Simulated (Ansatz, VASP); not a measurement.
# Si27C26Cl (Cl_C) in two plane-wave programs, part 2 of 2

One calculation is typed for both programs; each brings its own data sets. How far apart do they land? Of the first pair: The structure shown is the start of the Ansatz relaxation below; VASP solves that cell, so the two are compared at the walk's first step.

VASP 6.6.1 and Ansatz 0.2.0.

So far. Step 4 (Comparison): The forces differ by 9.6 meV/Å r.m.s., which is 0.6 % of the r.m.s. force of 1.713 eV/Å (both taken over all components). Moments aren't recorded for both runs of this pair, so they may hold unlike magnetic states.

**5. Ansatz: relaxation, r2SCAN**

Level of this step: Ansatz beside VASP: Kohn-Sham DFT, plane waves, r2SCAN (Ansatz).

This run makes the geometry at which the two programs are then compared.

The structure compared here is the end of the Ansatz relaxation.

input.yaml

```yaml
crystal:
  lattice:
    - [0.0, 6.53488873, 6.53488873]
    - [6.53488873, 0.0, 6.53488873]
    - [6.53488873, 6.53488873, 0.0]
  atoms:
    - { symbol: Si, position: [0.0, 0.0, 0.0] }
    - { symbol: C, position: [0.08333333, 0.08333333, 0.08333333] }
    - { symbol: Si, position: [0.0, 0.0, 0.33333333] }
    - { symbol: C, position: [0.08333333, 0.08333333, 0.41666667] }
    - { symbol: Si, position: [0.0, 0.0, 0.66666667] }
    - { symbol: C, position: [0.08333333, 0.08333333, 0.75] }
    - { symbol: Si, position: [0.0, 0.33333333, 0.0] }
    - { symbol: C, position: [0.08333333, 0.41666667, 0.08333333] }
    - { symbol: Si, position: [0.0, 0.33333333, 0.33333333] }
    - { symbol: C, position: [0.08333333, 0.41666667, 0.41666667] }
    - { symbol: Si, position: [0.0, 0.33333333, 0.66666667] }
    - { symbol: C, position: [0.08333333, 0.41666667, 0.75] }
    - { symbol: Si, position: [0.0, 0.66666667, 0.0] }
    - { symbol: C, position: [0.08333333, 0.75, 0.08333333] }
    - { symbol: Si, position: [0.0, 0.66666667, 0.33333333] }
    - { symbol: C, position: [0.08333333, 0.75, 0.41666667] }
    - { symbol: Si, position: [0.0, 0.66666667, 0.66666667] }
    - { symbol: C, position: [0.08333333, 0.75, 0.75] }
    - { symbol: Si, position: [0.33333333, 0.0, 0.0] }
    - { symbol: C, position: [0.41666667, 0.08333333, 0.08333333] }
    - { symbol: Si, position: [0.33333333, 0.0, 0.33333333] }
    - { symbol: C, position: [0.41666667, 0.08333333, 0.41666667] }
    - { symbol: Si, position: [0.33333333, 0.0, 0.66666667] }
    - { symbol: C, position: [0.41666667, 0.08333333, 0.75] }
    - { symbol: Si, position: [0.33333333, 0.33333333, 0.0] }
    - { symbol: C, position: [0.41666667, 0.41666667, 0.08333333] }
    - { symbol: Si, position: [0.33333333, 0.33333333, 0.33333333] }
    - { symbol: Cl, position: [0.41666667, 0.41666667, 0.41666667] }
    - { symbol: Si, position: [0.33333333, 0.33333333, 0.66666667] }
    - { symbol: C, position: [0.41666667, 0.41666667, 0.75] }
    - { symbol: Si, position: [0.33333333, 0.66666667, 0.0] }
    - { symbol: C, position: [0.41666667, 0.75, 0.08333333] }
    - { symbol: Si, position: [0.33333333, 0.66666667, 0.33333333] }
    - { symbol: C, position: [0.41666667, 0.75, 0.41666667] }
    - { symbol: Si, position: [0.33333333, 0.66666667, 0.66666667] }
    - { symbol: C, position: [0.41666667, 0.75, 0.75] }
    - { symbol: Si, position: [0.66666667, 0.0, 0.0] }
    - { symbol: C, position: [0.75, 0.08333333, 0.08333333] }
    - { symbol: Si, position: [0.66666667, 0.0, 0.33333333] }
    - { symbol: C, position: [0.75, 0.08333333, 0.41666667] }
    - { symbol: Si, position: [0.66666667, 0.0, 0.66666667] }
    - { symbol: C, position: [0.75, 0.08333333, 0.75] }
    - { symbol: Si, position: [0.66666667, 0.33333333, 0.0] }
    - { symbol: C, position: [0.75, 0.41666667, 0.08333333] }
    - { symbol: Si, position: [0.66666667, 0.33333333, 0.33333333] }
    - { symbol: C, position: [0.75, 0.41666667, 0.41666667] }
    - { symbol: Si, position: [0.66666667, 0.33333333, 0.66666667] }
    - { symbol: C, position: [0.75, 0.41666667, 0.75] }
    - { symbol: Si, position: [0.66666667, 0.66666667, 0.0] }
    - { symbol: C, position: [0.75, 0.75, 0.08333333] }
    - { symbol: Si, position: [0.66666667, 0.66666667, 0.33333333] }
    - { symbol: C, position: [0.75, 0.75, 0.41666667] }
    - { symbol: Si, position: [0.66666667, 0.66666667, 0.66666667] }
    - { symbol: C, position: [0.75, 0.75, 0.75] }
  host:
    repeats: [3, 3, 3]
    atoms:
      - { symbol: Si, position: [0.0, 0.0, 0.0] }
      - { symbol: C, position: [0.25, 0.25, 0.25] }
basis:
  ecutwfc: 500
  xc_grid: 2
hamiltonian:
  xc: r2scan
  pseudopotentials: { kind: paw, azcp: { folder: soft_1 } }
kpoints:
  mp_grid: { grid: [2, 2, 2], shift: [0.5, 0.5, 0.5] }
magnetization:
  spin_polarized: true
  initial_magnetization: 1
  spin_locking: { lock_magnetization: hard }
scf:
  occupations: { method: fixed }
  max_iter: 100
output:
  forces: true
  charged_corrections:
    epsilon: 7.06
    static_epsilon: 10.43
    defect_position: [0.416667, 0.416667, 0.416667]
relax:
  f_tol: 0.02
  max_steps: 80
  random_displacement: { amplitude: 0.05, seed: 7175 }
checkpoint:
  write: "../q0_M1.relax.run"
  compress: false
  write_wavefunctions: true
  write_every: 100000
```

Run with:

```sh
$ ansatz run input.yaml --threads 4 --pin off --max-ram 7536MiB --backend cpu --events-out ev --progress --plain --runs-dir out
```

Numbers of over 12 decimals in the logs are rounded to 6 here.

What it wrote:

```text
[...]
Crystal: 54 atoms, lattice volume = 558.142 Å³
Basis set: ecut = 500 eV, 14163 PW (Γ), exchange–correlation on 144×144×144 points (8 copies of the dense FFT grid, shifted against one another)
Bands: 164, of which v1, the nominal top of the filled ones, is band 110 counted from 1 (109 counted from 0)
Symmetry: 1 space group operations
k-points: 4 of 8 (time reversal used)
[...]
Starting moments: Σ|m| = 1 μB on 54 of 54 sites
[...]
- { symbol: C, position: [0.082737, 0.750656, 0.416607] }
[...]
- { symbol: Cl, position: [0.416548, 0.415786, 0.417475] }
[...]
- { symbol: Si, position: [0.668248, 0.333174, 0.666643] }
    - { symbol: C, position: [0.751201, 0.416774, 0.749385] }
    - { symbol: Si, position: [0.668897, 0.668122, -0.0013474] }
    - { symbol: C, position: [0.751416, 0.750638, 0.082297] }
    - { symbol: Si, position: [0.668731, 0.667952, 0.331096] }
    - { symbol: C, position: [0.751301, 0.750515, 0.415709] }
    - { symbol: Si, position: [0.667507, 0.666725, 0.666083] }
    - { symbol: C, position: [0.751212, 0.750423, 0.749100] }
```

**6. VASP: single point, r2SCAN, relaxed cell, pair 2**

The same cell, functional and mesh now go to VASP, with its own data sets.

INCAR

```
SYSTEM = Si27C26Cl
PREC = Accurate
ENCUT = 580
EDIFF = 1E-06
NELM = 200
ISMEAR = 0
SIGMA = 0.01
LREAL = Auto
ALGO = Normal
METAGGA = R2SCAN
LASPH = .TRUE.
NBANDS = 147
ISPIN = 2
MAGMOM = 0 0 0 0.01 0.01 0 0 0 0 0.01 0.01 0 0.01 0.05 0.04 0 -0 0 0 0 0 0 -0 0 -0 -0 -0 0 0.01 0 0.02 0.02 0.01 0 0 0 0.02 0.02 0.01 0.01 0.01 0.01 0.01 0 0 0 0 0.01 0.01 0 0 0 -0 0.02
LORBIT = 11
LWAVE = .FALSE.
LCHARG = .FALSE.
ISIF = 2
ISYM = 0
NUPDOWN = 1
GGA_COMPAT = .FALSE.
LMIXTAU = .TRUE.
```

POSCAR

```
Si27C26Cl
1.0
    0.0000000000      6.5348887300      6.5348887300
    6.5348887300      0.0000000000      6.5348887300
    6.5348887300      6.5348887300      0.0000000000
Si C Cl
27 26 1
Direct
    0.0006897818      0.9999063436      0.9993495744
    0.0010412105      0.0002675628      0.3327212529
    0.0005863064      0.9998047714      0.6665717757
    0.0056102804      0.3321279866      0.9981530063
    0.0061189752      0.3315864615      0.3302718594
    0.9997608862      0.3333140665      0.6666862592
    0.0005785316      0.6674648623      0.9990557272
    0.0002843699      0.6676481338      0.3314017401
    0.0003096772      0.6677965345      0.6670760275
    0.3329058020      0.0048324816      0.9981556960
    0.3323661124      0.0053431759      0.3302753452
    0.3340904351      0.9989824442      0.6666866397
    0.3310692814      0.3302843552      0.0027584802
    0.3088794260      0.3080938349      0.3063086418
    0.3102640041      0.3094854717      0.7390817788
    0.3337554158      0.6675590745      0.9983541791
    0.3207532924      0.7108748900      0.3174167022
    0.3339525065      0.6674679605      0.6666409631
    0.6682440741      0.9997972643      0.9990570077
    0.6684300101      0.9995002013      0.3314005923
    0.6685778313      0.9995227678      0.6670819526
    0.6683379801      0.3329773347      0.9983510845
    0.7116124234      0.3199876578      0.3174299412
    0.6682484717      0.3331736491      0.6666429884
    0.6688972700      0.6681215778      0.9986526025
    0.6687305026      0.6679516151      0.3310958834
    0.6675067995      0.6667246381      0.6660825125
    0.0828000084      0.0820239395      0.0841988461
    0.0823808561      0.0816047805      0.4181485731
    0.0845545315      0.0837747765      0.7491184103
    0.0814415039      0.4204245782      0.0820127272
    0.0780307032      0.4200612324      0.4191433782
    0.0786737116      0.4200461959      0.7490502840
    0.0846046186      0.7502319953      0.0823557418
    0.0827367172      0.7506558193      0.4166068748
    0.0846709427      0.7502304029      0.7493075565
    0.4212045332      0.0806600151      0.0820179349
    0.4208407578      0.0772508131      0.4191443830
    0.4208225030      0.0778964063      0.7490516540
    0.4205482733      0.4197714035      0.0765132076
    0.4203714165      0.4195956058      0.7497062255
    0.4184101869      0.7517755680      0.0801075928
    0.4182994086      0.7519724778      0.4163213545
    0.4175507129      0.7504195058      0.7493855197
    0.7510158248      0.0838223742      0.0823520043
    0.7514281559      0.0819604393      0.4166089175
    0.7510114304      0.0838878895      0.7493100463
    0.7525506282      0.4176361582      0.0801051793
    0.7527433882      0.4175244261      0.4163227120
    0.7512013121      0.4167738093      0.7493850182
    0.7514161070      0.7506377677      0.0822972629
    0.7513014659      0.7505154678      0.4157085645
    0.7512116811      0.7504230155      0.7491000257
    0.4165476380      0.4157859928      0.4174749839
```

KPOINTS

```
Points of the shifted mesh
8
Reciprocal
 0.2500000000  0.2500000000  0.2500000000 1
 0.2500000000  0.2500000000  0.7500000000 1
 0.2500000000  0.7500000000  0.2500000000 1
 0.2500000000  0.7500000000  0.7500000000 1
 0.7500000000  0.2500000000  0.2500000000 1
 0.7500000000  0.2500000000  0.7500000000 1
 0.7500000000  0.7500000000  0.2500000000 1
 0.7500000000  0.7500000000  0.7500000000 1
```

The projector-augmented-wave data sets are Si, C and Cl (PBE family, release 64).

Run with:

```sh
$ export OMP_NUM_THREADS=3
$ mpirun -np 1 vasp_std
```

What it wrote:

```text
[banner, memory and clock lines left out]
running    1 mpi-ranks, on    1 nodes
[...]
Offloading initialized ...    1 GPUs detected
[...]
[... a notice as in an earlier step ...]

 LDA part: xc-table for (None), standard interpolation
 POSCAR, INCAR and KPOINTS ok, starting setup
[...]
entering main loop
       N       E                     dE             d eps       ncg     rms          rms(c)
DAV:   1     0.646699142861E+03    0.64670E+03   -0.11075E+05  4704   0.152E+03
DAV:   2    -0.511002681640E+03   -0.11577E+04   -0.10985E+04  5752   0.257E+02
DAV:   3    -0.593112176516E+03   -0.82109E+02   -0.81172E+02  5664   0.642E+01
DAV:   4    -0.595040748372E+03   -0.19286E+01   -0.19189E+01  5776   0.106E+01
[...]
DAV:  14    -0.512055702105E+03   -0.85561E-05   -0.24431E-05  6256   0.147E-02    0.199E-02
DAV:  15    -0.512055702339E+03   -0.23411E-06   -0.12947E-05  5456   0.802E-03    0.763E-03
DAV:  16    -0.512055702005E+03    0.33453E-06   -0.80734E-07  2896   0.275E-03
   1 F= -.51205570E+03 E0= -.51205570E+03  d E =-.117022E-11  mag=     1.0000
```

OUTCAR, selected parts (step 6):

```text
  FREE ENERGIE OF THE ION-ELECTRON SYSTEM (eV)
  ---------------------------------------------------
  free  energy   TOTEN  =      -512.0557020045 eV

  energy  without entropy=     -512.0557020045  energy(sigma->0) =     -512.05570200

 magnetization (x)
# of ion       s       p       d       tot
------------------------------------------
    1        0.000   0.000   0.000   0.000
    2        0.001   0.001   0.000   0.002
    3        0.000   0.000   0.000   0.000
    4        0.001   0.003   0.000   0.004
    5        0.001   0.003   0.000   0.004
    6        0.001   0.002   0.000   0.003
    7        0.000   0.001   0.000   0.001
    8        0.001   0.001   0.000   0.002
    9        0.001   0.001   0.000   0.002
   10        0.001   0.003   0.000   0.004
   11        0.001   0.003   0.000   0.004
   12        0.001   0.002   0.000   0.003
   13        0.002   0.003   0.000   0.005
[...]
--------------------------------------------------
tot          0.070   0.308   0.000   0.378
```

The run ends at a pressure of 4.24 GPa, with forces up to 0.035 eV/Å.

**7. Differences**

What differs besides the data sets and the points named for the pairs above, as far as they apply: site moments are counted in spheres of each program's own size. Total energies have different zeros and are not compared.

Compared:

```csv
quantity,Ansatz,VASP,difference
"total moment, fixed by the input (μB)",1.00,1.00,0.00
moment on Si14 (μB),0.05,0.09,-0.05
moment on Si15 (μB),0.04,0.07,-0.04
```

At this near-relaxed geometry the largest component of a force difference is 23 meV/Å.

**8. Outcome**

```yaml
r_m_s_force_difference_single_point_r2scan_start_cell_pair_1: 0.56 % of the r.m.s. force
difference_in_moment_on_si14_single_point_r2scan_relaxed_cell_pair_2: -0.047 μB
```

What this shows: The r.m.s. force difference is 0.56 % of the r.m.s. force (single point, r2SCAN, start cell, pair 1), within the 3 % picked in this series as the mark of a large difference. How closely two codes agree says nothing of how well the functional describes the real material.

[Lines on the potential files, build, host, timing and source positions are cut from VASP's logs without a mark.]

[Logs are printed without paths, hosts, clocks, repeated set-up lines and the standing remarks that a program may print on its own settings, such as how far it seeks lower states.]

[Hosts, paths, dates, database ids (printed as entryN), source tags and the programs' standing remarks are cut or masked in the printed files.]
